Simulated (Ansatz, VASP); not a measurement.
**GaN: VASP beside Ansatz**

```
CELL_PARAMETERS angstrom
0.00000 2.11123 2.11123
2.11123 0.00000 2.11123
2.11123 2.11123 0.00000
ATOMIC_POSITIONS crystal
Ga 0.00000 0.00000 0.00000
N 0.25000 0.25000 0.25000
```

Change from the starting cell: volume scaled by 0.8, PAW files.

Alike in both runs: task single point; functional PBE; k mesh 17 × 17 × 17; occupations fermi-dirac, width 0.05 eV; no spin polarisation.

|  | VASP | Ansatz |
| --- | --- | --- |
| version | VASP 6.6.1 | Ansatz 0.2.0 |
| potentials or method | VASP PAW PBE potentials, release 64 (Ga_d, N) | PAW with Ansatz's default frozen-core files, scalar-relativistic |
| plane-wave cutoff (eV) | 520 | 420 |
| valence electrons in the cell | 18 | 18 |

```csv
,VASP,Ansatz,Ansatz less VASP
gap on the k mesh at the Fermi level (eV),2.98,2.96,-0.023
pressure (GPa),62.0,62.4,+0.42
```

The functional is the same, so the differences come from potentials, cutoffs and numerics.

Caveats: the cell as given lies far from equilibrium; so large a pressure means that the cell lies far from this level's equilibrium, or that cutoff or potentials fall short (VASP); an odd mesh through Γ misses points on the zone boundary, where band edges often lie.
